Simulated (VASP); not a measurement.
# SrCl2 (Fm-3m) in VASP: further runs, part 3 of 3

VASP 6.6.1. The steps go on from the part before.

## (8) Equation of state, r2SCAN, 29.16 Å³/atom (a relaxed cell with its volume scaled by 1.02)

File INCAR:

```
PREC = Accurate
ENCUT = 520
EDIFF = 1E-6
ISMEAR = 0
SIGMA = 0.02
LREAL = False
LASPH = True
NELM = 100
ALGO = Normal
ISIF = 2
LWAVE = False
LCHARG = False
METAGGA = R2SCAN
LMIXTAU = True
```

File KPOINTS:

```
regular mesh
0
Gamma
  6 6 6
```

File POSCAR:

```
SrCl2                                   
1.0
   -0.0000000000      3.5232788373      3.5232788373
    3.5232788373     -0.0000000000      3.5232788373
    3.5232788373      3.5232788373      0.0000000000
  Sr              Cl            
     1     2
Direct
     1.0000000000000000    1.0000000000000000    1.0000000000000000
     0.7500000000000000    0.7500000000000000    0.7500000000000000
     0.2500000000000000    0.2500000000000000    0.2500000000000000
```

Run with:

```console
> cat potpaw_PBE.64/Sr_sv/POTCAR potpaw_PBE.64/Cl/POTCAR > POTCAR
> mpirun -np 1 vasp_std > vasp.out
```

Wall time 67 s (1 thread of Intel Xeon 6975P-C (Granite Rapids), shared host); peak memory 0.26 GiB.

Results (log left out):

* Free energy: -35.6935 eV
* Pressure: -0.7 GPa
* Band gap on the k mesh: 5.86 eV, indirect (least direct gap 6.00 eV)

Caveat: the PAW data sets were made with another functional, which shifts forces and pressure a little.

## (9) Equation of state, r2SCAN, 29.73 Å³/atom (a relaxed cell with its volume scaled by 1.04)

INCAR is that of step 8.

KPOINTS is that of step 8.

File POSCAR:

```
SrCl2                                   
1.0
   -0.0000000000      3.5461579123      3.5461579123
    3.5461579123     -0.0000000000      3.5461579123
    3.5461579123      3.5461579123      0.0000000000
  Sr              Cl            
     1     2
Direct
     1.0000000000000000    1.0000000000000000    1.0000000000000000
     0.7500000000000000    0.7500000000000000    0.7500000000000000
     0.2500000000000000    0.2500000000000000    0.2500000000000000
```

Potentials or basis: VASP PAW PBE potentials, release 64 (Sr_sv, Cl).

Run with:

```console
> cat potpaw_PBE.64/Sr_sv/POTCAR potpaw_PBE.64/Cl/POTCAR > POTCAR
> mpirun -np 1 vasp_std > vasp.out
```

Wall time 68 s (1 thread of Intel Xeon 6975P-C (Granite Rapids), shared host); peak memory 0.26 GiB.

The run converged. Its results:

```yaml
Free_energy: -35.6826 eV
Pressure: -1.4 GPa
Band_gap_on_the_k_mesh: 5.78 eV, indirect (least direct gap 6.01 eV)
```

Caveat: the PAW data sets were made with another functional, which shifts forces and pressure a little.

## (10) Equation of state, r2SCAN

This run uses another cell than the first one, of 28.59 Å³/atom, 1.010 times its volume.

No new run: the results of the series are fitted here.

Results:

* Equilibrium volume: 28.60 Å³/atom
* Bulk modulus: 38 GPa
* Pressure derivative of the bulk modulus: 4.3 (rough: it moves with the points fitted)

Energy against volume, from the lowest point:
| volume (Å³/atom) | energy (meV/atom) |
| --- | --- |
| 27.442 | 5.95 |
| 28.014 | 1.47 |
| 28.586 | 0.00 |
| 29.157 | 1.20 |
| 29.729 | 4.84 |

Caveat: the PAW data sets were made with another functional, which shifts forces and pressure a little.

## (11) Band structure, PBEsol

File POSCAR:

```
SrCl2
1.0
    0.0000000000      3.4883500000      3.4883500000
    3.4883500000      0.0000000000      3.4883500000
    3.4883500000      3.4883500000      0.0000000000
Sr Cl
1 2
Direct
    0.0000000000      0.0000000000      0.0000000000
    0.7500000000      0.7500000000      0.7500000000
    0.2500000000      0.2500000000      0.2500000000
```

File INCAR.step1:

```
PREC = Accurate
ENCUT = 520
EDIFF = 1E-6
ISMEAR = 0
SIGMA = 0.02
LREAL = False
LASPH = True
NELM = 100
ALGO = Normal
ISIF = 2
LWAVE = False
LCHARG = True
GGA = PS
```

File KPOINTS.step1:

```
regular mesh
0
Gamma
  8 8 8
```

File INCAR.step2:

```
PREC = Accurate
ENCUT = 520
EDIFF = 1E-6
ISMEAR = 0
SIGMA = 0.05
LREAL = False
LASPH = True
NELM = 100
ALGO = Normal
ISIF = 2
LWAVE = False
LCHARG = False
GGA = PS
ICHARG = 11
```

File KPOINTS.step2:

```
path GXWKGLUWLK,UX
10
line-mode
reciprocal
 0.0000000000  0.0000000000  0.0000000000  G
 0.5000000000  0.0000000000  0.5000000000  X

 0.5000000000  0.0000000000  0.5000000000  X
 0.5000000000  0.2500000000  0.7500000000  W

 0.5000000000  0.2500000000  0.7500000000  W
 0.3750000000  0.3750000000  0.7500000000  K

 0.3750000000  0.3750000000  0.7500000000  K
 0.0000000000  0.0000000000  0.0000000000  G

 0.0000000000  0.0000000000  0.0000000000  G
 0.5000000000  0.5000000000  0.5000000000  L

 0.5000000000  0.5000000000  0.5000000000  L
 0.6250000000  0.2500000000  0.6250000000  U

 0.6250000000  0.2500000000  0.6250000000  U
 0.5000000000  0.2500000000  0.7500000000  W

 0.5000000000  0.2500000000  0.7500000000  W
 0.5000000000  0.5000000000  0.5000000000  L

 0.5000000000  0.5000000000  0.5000000000  L
 0.3750000000  0.3750000000  0.7500000000  K

 0.6250000000  0.2500000000  0.6250000000  U
 0.5000000000  0.0000000000  0.5000000000  X
```

Run with:

```console
> cat potpaw_PBE.64/Sr_sv/POTCAR potpaw_PBE.64/Cl/POTCAR > POTCAR
> cp INCAR.step1 INCAR
> cp KPOINTS.step1 KPOINTS
> mpirun -np 1 vasp_std > vasp.out
> cp INCAR.step2 INCAR
> cp KPOINTS.step2 KPOINTS
> mpirun -np 1 vasp_std > vasp.out
```

It took 1.9 min on 1 thread of Intel Xeon Platinum 8488C (Sapphire Rapids), shared host; peak memory 0.31 GiB.

The run converged. Its results:

| Item | Value |
| --- | --- |
| Band gap on the k mesh | 5.13 eV, indirect (least direct gap 5.36 eV) |
| Band gap along the path | 5.13 eV, indirect (least direct gap 5.36 eV) |

Levels at the corners of the path, in eV from the valence-band top:
```
point  band 9  band 10  band 11  band 12  band 13  band 14  band 15  band 16
    Γ   -2.17    -0.34    -0.34    -0.34     5.13     5.97     5.97     8.88
    X   -1.91    -0.41    -0.41     0.00     5.36     6.93     7.52     7.94
    X   -1.91    -0.41    -0.41     0.00     5.36     6.93     7.52     7.94
    W   -1.24    -1.24    -0.32    -0.10     6.11     6.89     7.11     7.11
    W   -1.24    -1.24    -0.32    -0.10     6.11     6.89     7.11     7.11
    K   -1.75    -0.73    -0.55    -0.11     5.82     7.01     7.23     7.48
    K   -1.75    -0.73    -0.55    -0.11     5.82     7.01     7.23     7.48
    Γ   -2.17    -0.34    -0.34    -0.34     5.13     5.97     5.97     8.88
    Γ   -2.17    -0.34    -0.34    -0.34     5.13     5.97     5.97     8.88
    L   -1.54    -1.35    -1.07    -1.07     6.61     6.61     7.41     7.71
    L   -1.54    -1.35    -1.07    -1.07     6.61     6.61     7.41     7.71
    U   -1.75    -0.73    -0.55    -0.11     5.82     7.01     7.23     7.49
    U   -1.75    -0.73    -0.55    -0.11     5.82     7.01     7.23     7.48
    W   -1.24    -1.24    -0.32    -0.10     6.11     6.89     7.11     7.11
    W   -1.24    -1.24    -0.32    -0.10     6.11     6.89     7.11     7.11
    L   -1.54    -1.35    -1.07    -1.07     6.61     6.61     7.41     7.71
    L   -1.54    -1.35    -1.07    -1.07     6.61     6.61     7.41     7.71
    K   -1.75    -0.73    -0.55    -0.11     5.82     7.01     7.23     7.48
    U   -1.75    -0.73    -0.55    -0.11     5.82     7.01     7.23     7.48
    X   -1.91    -0.41    -0.41     0.00     5.36     6.93     7.52     7.94
```

Caveat: the log is that of the step along the path at fixed density, whose energy, stress, charges and moments have no meaning; the PAW data sets were made with another functional, which shifts forces and pressure a little.

## (12) For comparison

An earlier run on the cell as given: functional PBE; potentials or basis VASP PAW PBE potentials, release 64 (Sr_sv, Cl); cutoff 520 eV; k mesh 7 × 7 × 7; occupations fermi-dirac, width 0.05 eV; no spin polarisation.

- Pressure: 1.1 GPa
- Band gap on the k mesh: 5.37 eV, indirect (least direct gap 5.68 eV)

## (13) The runs side by side

```csv
task,level,potentials or basis,cell,k mesh,smearing,ladder,gap on the mesh (eV),pressure (GPa)
band structure,LDA,"VASP PAW LDA potentials, release 64 (Sr_sv, Cl)","Fm-3m, 28.3 Å³/atom",8 × 8 × 8,gaussian 0.02 eV,gaps,4.89,-
band structure,PBE,"VASP PAW PBE potentials, release 64 (Sr_sv, Cl)","Fm-3m, 28.3 Å³/atom",8 × 8 × 8,gaussian 0.02 eV,gaps,5.34,-
band structure,r2SCAN,"VASP PAW PBE potentials, release 64 (Sr_sv, Cl)","Fm-3m, 28.3 Å³/atom",8 × 8 × 8,gaussian 0.02 eV,gaps,5.97,0.4
equation of state,r2SCAN,"VASP PAW PBE potentials, release 64 (Sr_sv, Cl)","Fm-3m, 28.59 Å³/atom",6 × 6 × 6,gaussian 0.02 eV,gaps,-,-
band structure,PBEsol,"VASP PAW PBE potentials, release 64 (Sr_sv, Cl)","Fm-3m, 28.3 Å³/atom",8 × 8 × 8,gaussian 0.02 eV,free,5.13,-
single point,PBE,"VASP PAW PBE potentials, release 64 (Sr_sv, Cl)","Fm-3m, 28.3 Å³/atom",7 × 7 × 7,fermi-dirac 0.05 eV,-,5.37,1.1
```

Alike in all rows: no spin polarisation; cutoff (eV) 520.

Caveats: the PAW data sets were made with another functional, which shifts forces and pressure a little (some runs); an odd mesh through Γ misses points on the zone boundary, where band edges often lie (some runs).

Total energies depend on the potentials used, so only differences within one code and one set of settings carry meaning.
